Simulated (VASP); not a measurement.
# W2C3 (P6_3/mmc) in VASP: single point with r2SCAN

Aim: the single point of W2C3 with r2SCAN.

Everything below comes from runs of VASP 6.6.1. Logs are shortened: lines on timing, memory, paths and dates and some standing lists are left out, and cuts for length are marked.

## (1) The crystal as given

It takes space group P6_3/mmc (No. 194, hexagonal). The conventional cell has a = 2.778 Å, b = 2.778 Å, c = 14.257 Å, α = 90.00°, β = 90.00°, γ = 120.00°. Around W (site symmetry 3m) lie 4 C at 2.16 to 2.32 Å. C (site symmetry -6m2) is surrounded by 6 W at 2.16 Å. C (site symmetry 3m) has 3 C at 1.66 Å as nearest neighbours.

The cell was built by a generator and needn't be a form met in nature.

## (2) Single point, r2SCAN

The input, INCAR:

```
ALGO = Normal
EDIFF = 1E-6
ENCUT = 520
ISIF = 2
ISMEAR = 0
KPAR = 2
LASPH = True
LCHARG = False
LMIXTAU = True
LREAL = False
LWAVE = False
METAGGA = R2SCAN
NELM = 150
PREC = Accurate
SIGMA = 0.1
```

The input, KPOINTS:

```
k-points
0
Gamma
  12 12 2
```

The input, POSCAR:

```
W2C3
1.0
    2.7782530000      0.0000000000      0.0000000000
   -1.3891270000      2.4060380000      0.0000000000
    0.0000000000      0.0000000000     14.2571700000
W C
4 6
Direct
    0.3333330000      0.6666670000      0.1483600000
    0.6666670000      0.3333330000      0.6483600000
    0.3333330000      0.6666670000      0.3516400000
    0.6666670000      0.3333330000      0.8516400000
    0.0000000000      0.0000000000      0.2500000000
    0.0000000000      0.0000000000      0.7500000000
    0.3333330000      0.6666670000      0.9856290000
    0.6666670000      0.3333330000      0.4856290000
    0.3333330000      0.6666670000      0.5143710000
    0.6666670000      0.3333330000      0.0143710000
```

Potentials or basis: VASP PAW PBE potentials, release 64 (W_sv, C).

Launch:

```bash
> cat potpaw_PBE.64/W_sv/POTCAR potpaw_PBE.64/C/POTCAR > POTCAR
> mpirun -np 2 vasp_std > vasp.out
```

OUTCAR:

```text
EDIFF = 1E-6
   ENCUT = 520
   ISIF = 2
   ISMEAR = 0
   LASPH = True
   LREAL = False
   METAGGA = R2SCAN
   NELM = 150
   PREC = Accurate

 ion  position               nearest neighbor table
   1  0.333  0.667  0.148-   5 2.16   5 2.16   5 2.16   7 2.32  10 2.49  10 2.49  10 2.49   3 2.90

   2  0.667  0.333  0.648-   6 2.16   6 2.16   6 2.16   8 2.32   9 2.49   9 2.49   9 2.49   4 2.90

   3  0.333  0.667  0.352-   5 2.16   5 2.16   5 2.16   9 2.32   8 2.49   8 2.49   8 2.49   1 2.90

   4  0.667  0.333  0.852-   6 2.16   6 2.16   6 2.16  10 2.32   7 2.49   7 2.49   7 2.49   2 2.90

   5  0.000  0.000  0.250-   1 2.16   3 2.16   1 2.16   3 2.16   1 2.16   3 2.16
   6  0.000  0.000  0.750-   2 2.16   4 2.16   2 2.16   4 2.16   2 2.16   4 2.16
   7  0.333  0.667  0.986-  10 1.66  10 1.66  10 1.66   1 2.32   4 2.49   4 2.49   4 2.49
   8  0.667  0.333  0.486-   9 1.66   9 1.66   9 1.66   2 2.32   3 2.49   3 2.49   3 2.49
   9  0.333  0.667  0.514-   8 1.66   8 1.66   8 1.66   3 2.32   2 2.49   2 2.49   2 2.49
  10  0.667  0.333  0.014-   7 1.66   7 1.66   7 1.66   4 2.32   1 2.49   1 2.49   1 2.49

  LATTYP: Found a hexagonal cell.
 ALAT       =     2.7782530000
 C/A-ratio  =     5.1317032682

  Lattice vectors:

 A1 = (   2.7782530000,   0.0000000000,   0.0000000000)
 A2 = (  -1.3891270000,   2.4060380000,   0.0000000000)
 A3 = (   0.0000000000,   0.0000000000,  14.2571700000)

Analysis of symmetry for initial positions (statically):
=====================================================================
 Subroutine PRICEL returns:
 Original cell was already a primitive cell.

 Routine SETGRP: Setting up the symmetry group for a
 hexagonal supercell.

 Subroutine GETGRP returns: Found 24 space group operations
 (whereof 12 operations were pure point group operations)
 out of a pool of 24 trial point group operations.

The static configuration has the point symmetry D_3d.
 The point group associated with its full space group is D_6h.

Analysis of symmetry for dynamics (positions and initial velocities):
=====================================================================
 Subroutine PRICEL returns:
 Original cell was already a primitive cell.

 Routine SETGRP: Setting up the symmetry group for a
 hexagonal supercell.

 Subroutine GETGRP returns: Found 24 space group operations
 (whereof 12 operations were pure point group operations)
 out of a pool of 24 trial point group operations.

The dynamic configuration has the point symmetry D_3d.
 The point group associated with its full space group is D_6h.

 Subroutine INISYM returns: Found 24 space group operations
 (whereof 12 operations are pure point group operations),
 and found     1 'primitive' translations

----------------------------------------------------------------------------------------

                                     Primitive cell

  volume of cell :      95.3032

  direct lattice vectors                    reciprocal lattice vectors
     2.778253000  0.000000000  0.000000000     0.359938422  0.207810592  0.000000000
    -1.389127000  2.406038000  0.000000000     0.000000000  0.415621033  0.000000000
     0.000000000  0.000000000 14.257170000     0.000000000  0.000000000  0.070140147

  length of vectors
     2.778253000  2.778253530 14.257170000     0.415621113  0.415621033  0.070140147

  position of ions in fractional coordinates (direct lattice)
     0.333333000  0.666667000  0.148360000
     0.666667000  0.333333000  0.648360000
     0.333333000  0.666667000  0.351640000
     0.666667000  0.333333000  0.851640000
     0.000000000  0.000000000  0.250000000
     0.000000000  0.000000000  0.750000000
     0.333333000  0.666667000  0.985629000
     0.666667000  0.333333000  0.485629000
     0.333333000  0.666667000  0.514371000
     0.666667000  0.333333000  0.014371000

  ion indices of the primitive-cell ions
   primitive index   ion index
                 1           1
                 2           2
                 3           3
                 4           4
                 5           5
                 6           6
                 7           7
                 8           8
                 9           9
                10          10

----------------------------------------------------------------------------------------

 KPOINTS: k-points

Automatic generation of k-mesh.
 Grid dimensions read from file:
 generate k-points for:   12   12    2

 Generating k-lattice:

  Cartesian coordinates                     Fractional coordinates (reciprocal lattice)
     0.029994868  0.017317549  0.000000000     0.083333333  0.000000000  0.000000000
     0.000000000  0.034635086  0.000000000     0.000000000  0.083333333  0.000000000
     0.000000000  0.000000000  0.035070074     0.000000000  0.000000000  0.500000000

  Length of vectors
     0.034635093  0.034635086  0.035070074

  Shift w.r.t. Gamma in fractional coordinates (k-lattice)
     0.000000000  0.000000000  0.000000000

 Subroutine IBZKPT returns following result:
 ===========================================

 Found     38 irreducible k-points:

 Following reciprocal coordinates:
            Coordinates               Weight
  0.000000  0.000000  0.000000      1.000000
  0.083333 -0.000000  0.000000      6.000000
  0.166667  0.000000  0.000000      6.000000
  0.250000 -0.000000  0.000000      6.000000
  0.333333 -0.000000  0.000000      6.000000
  0.416667  0.000000  0.000000      6.000000
[... 16 lines left out ...]
  0.250000 -0.000000  0.500000      6.000000
  0.333333 -0.000000  0.500000      6.000000
 [... further k-points ...]
   k-points           NKPTS =     38   k-points in BZ     NKDIM =     38   number of bands    NBANDS=     48
   number of dos      NEDOS =    301   number of ions     NIONS =     10
   total plane-waves  NPLWV =  62208
   dimension x,y,z NGX =    24 NGY =   24 NGZ =  108
   dimension x,y,z NGXF=    48 NGYF=   48 NGZF=  216
   ions per type =               4   6
   NGX,Y,Z   is equivalent  to a cutoff of  14.36, 14.36, 12.59 a.u.
   NGXF,Y,Z  is equivalent  to a cutoff of  28.72, 28.72, 25.19 a.u.
 SYSTEM =  unknown system
   PREC   = accura    normal or accurate (medium, high low for compatibility)
   ISTART =      0    job   : 0-new  1-cont  2-samecut
   ICHARG =      2    charge: 1-file 2-atom 10-const
   ISPIN  =      1    spin polarized calculation?
   LNONCOLLINEAR =      F non collinear calculations
   LSORBIT =      F    spin-orbit coupling
   LASPH  =      T    aspherical Exc in radial PAW
   ENCUT  =  520.0 eV  38.22 Ry    6.18 a.u.   5.17  5.17 26.51*2*pi/ulx,y,z
   NELM   =    150;   NELMIN=  2; NELMDL= -5     # of ELM steps
   EDIFF  = 0.1E-05   stopping-criterion for ELM
   LREAL  =      F    real-space projection
   EDIFFG = 0.1E-04   stopping-criterion for IOM
   NSW    =      0    number of steps for IOM
   IBRION =     -1    ionic relax: 0-MD 1-quasi-New 2-CG
   NFREE  =      0    steps in history (QN), initial steepest desc. (CG)
   ISIF   =      2    stress and relaxation
   ISYM   =      2    0-nonsym 1-usesym 2-fastsym
   POTIM  = 0.5000    time-step for ionic-motion
   TEBEG  =    0.0;   TEEND  =   0.0 temperature during run
   PSTRESS=    0.0 pullay stress
   NELECT =      80.0000    total number of electrons
   NUPDOWN=      -1.0000    fix difference up-down
   EMIN   =  10.00;   EMAX   =-10.00  energy-range for DOS
   EFERMI =   0.00;   METHOD = LEGACY
   ISMEAR =     0;   SIGMA  =   0.10  broadening in eV -4-tet -1-fermi 0-gaus
   EFERMI_NEDOS =   21; number of points for ismear=-14 and -15
   IALGO  =     38    algorithm
   IMIX   =      4    mixing-type and parameters
     AMIX     =   0.40;   BMIX     =  1.00
     AMIX_MAG =   1.60;   BMIX_MAG =  1.00
  volume/ion in A,a.u.               =       9.53        64.31
  Fermi-wavevector in a.u.,A,eV,Ry     =   1.544314  2.918330 32.448615  2.384906
  Thomas-Fermi vector in A             =   2.649853
   LORBIT       =      0    0 simple, 1 ext, 2 COOP (PROOUT), +10 PAW based schemes
   METAGGA = R2SCAN    functional components
   LHFCALC =     F    Hartree Fock is set to
   AEXX    =    0.0000 exact exchange contribution
   IVDW    =     0    specifies the selected vdW correction
   LEPSILON=     F    determine dielectric tensor
   LRPA    =     F    only Hartree local field effects (RPA)
 non-spin polarized calculation
 Gauss-broadening in eV      SIGMA  =   0.10
  energy-cutoff  :      520.00
  volume of cell :       95.30
 maximum number of plane-waves:      2590
 NGX is ok and might be reduce to    24
   NGX = 11   NGY = 11   NGZ = 53

 number of electron      79.9999988 magnetization

 Free energy of the ion-electron system (eV)
  ---------------------------------------------------
  ext. energy  EPLUGINS =         0.00000000
  ---------------------------------------------------
  free energy    TOTEN  =      -258.02586534 eV

  energy without entropy =     -258.00397771  energy(sigma->0) =     -258.01492153

 E-fermi :  12.1718     XC(G=0): -14.8407

 val. band max:       12.1195175949   @ k =   0.3333   0.1667   0.5000
 cond. band min:      12.1878780687   @ k =   0.3333   0.2500   0.5000
 fundamental gap:      0.0683604738
 Fermi energy:        12.1718441252

 k-point     1 :       0.0000    0.0000    0.0000
  band No.  band energies     occupation
      1     -64.4412      2.00000
      2     -64.4411      2.00000
      3     -64.4233      2.00000
      4     -64.4232      2.00000
      5     -28.5627      2.00000
      6     -28.5480      2.00000
[... 40 lines left out ...]
     47      14.3723      0.00000
     48      14.3789      0.00000

 k-point     2 :       0.0833   -0.0000    0.0000
  band No.  band energies     occupation
      1     -64.4335      2.00000
      2     -64.4334      2.00000
      3     -64.4157      2.00000
      4     -64.4156      2.00000
      5     -28.5465      2.00000
      6     -28.5324      2.00000
[... 1114 lines left out ...]
 k-point    24 :       0.3333   -0.0000    0.5000
  band No.  band energies     occupation
      1     -64.3547      2.00000
      2     -64.3547      2.00000
      3     -64.3376      2.00000
      4     -64.3376      2.00000
      5     -28.3926      2.00000
      6     -28.3926      2.00000
[... 40 lines left out ...]
     47      14.8074      0.00000
     48      14.8074      0.00000

 [... further k-points ...]

------------------------ aborting loop because EDIFF is reached ----------------------------------------

  FORCE on cell =-STRESS in cart. coord.  units (eV):
  Direction    XX          YY          ZZ          XY          YZ          ZX
  --------------------------------------------------------------------------------------
  -------------------------------------------------------------------------------------
  Total       -2.4952086     -2.4952093     -1.2084876      0.0000005     -0.0000000     -0.0000000
  in kB      -41.9478633    -41.9478745    -20.3163263      0.0000087     -0.0000000     -0.0000000
  external PRESSURE =     -34.7373547 kB  Pullay stress =       0.0000000 kB

 VOLUME and BASIS-vectors are now :
 -----------------------------------------------------------------------------
  energy-cutoff  :      520.00
  volume of cell :       95.30
      direct lattice vectors                 reciprocal lattice vectors
     2.778253000  0.000000000  0.000000000     0.359938422  0.207810592  0.000000000
    -1.389127000  2.406038000  0.000000000     0.000000000  0.415621033  0.000000000
     0.000000000  0.000000000 14.257170000     0.000000000  0.000000000  0.070140147

 POSITION                                       TOTAL-FORCE (eV/Angst)
 -----------------------------------------------------------------------------------
     -0.00000      1.60403      2.11519         0.000000      0.000000      0.190110
      1.38913      0.80201      9.24378         0.000000      0.000000      0.190110
     -0.00000      1.60403      5.01339         0.000000      0.000000     -0.190110
      1.38913      0.80201     12.14198        -0.000000     -0.000000     -0.190110
      0.00000      0.00000      3.56429        -0.000000     -0.000000      0.000000
      0.00000      0.00000     10.69288        -0.000000      0.000000      0.000000
     -0.00000      1.60403     14.05228         0.000000     -0.000000     -0.018482
      1.38913      0.80201      6.92370        -0.000000      0.000000     -0.018482
     -0.00000      1.60403      7.33347        -0.000000     -0.000000      0.018482
      1.38913      0.80201      0.20489        -0.000000      0.000000      0.018482
 -----------------------------------------------------------------------------------
    total drift:                               -0.001337      0.000948     -0.000071

  FREE ENERGIE OF THE ION-ELECTRON SYSTEM (eV)
  ---------------------------------------------------
  free  energy   TOTEN  =      -258.0258653424 eV

  energy  without entropy=     -258.0039777115  energy(sigma->0) =     -258.01492153
```

It took 5.5 min on 2 MPI ranks of Intel Xeon 6975P-C (Granite Rapids), shared host; peak memory 0.32 GiB.

What came out:

- Free energy: -258.0259 eV
- Pressure: -3.5 GPa
- Largest force: 0.190 eV/Å
- Band gap on the k mesh: none (metal or under the smearing width)

Forces on the atoms (eV/Å):
```
W    0.000  0.000  0.190
W    0.000  0.000  0.190
W    0.000  0.000 -0.190
W    0.000  0.000 -0.190
C    0.000  0.000  0.000
C    0.000  0.000  0.000
C    0.000  0.000 -0.018
C    0.000  0.000 -0.018
C    0.000  0.000  0.018
C    0.000  0.000  0.018
```

Stress tensor (GPa, compression positive):
```
-4.19  0.00  0.00
 0.00 -4.19  0.00
 0.00  0.00 -2.03
```

Levels at points of the mesh, in eV from the Fermi level:
| k point | band 37 | band 38 | band 39 | band 40 | band 41 | band 42 | band 43 | band 44 |
| --- | --- | --- | --- | --- | --- | --- | --- | --- |
| (0.00, 0.00, 0.00) | -1.26 | -1.26 | -0.71 | -0.69 | 0.03 | 0.03 | 0.29 | 0.29 |
| (0.50, 0.00, 0.00) | -3.44 | -2.92 | 0.74 | 1.11 | 1.30 | 1.86 | 2.20 | 2.51 |
| (0.00, 0.00, 0.50) | -1.41 | -1.41 | -0.73 | -0.73 | 0.15 | 0.15 | 0.15 | 0.15 |
| (0.50, 0.00, 0.50) | -3.19 | -3.19 | 1.23 | 1.23 | 1.40 | 1.40 | 2.02 | 2.02 |

Caveat: the PAW data sets were made with another functional, which shifts forces and pressure a little.
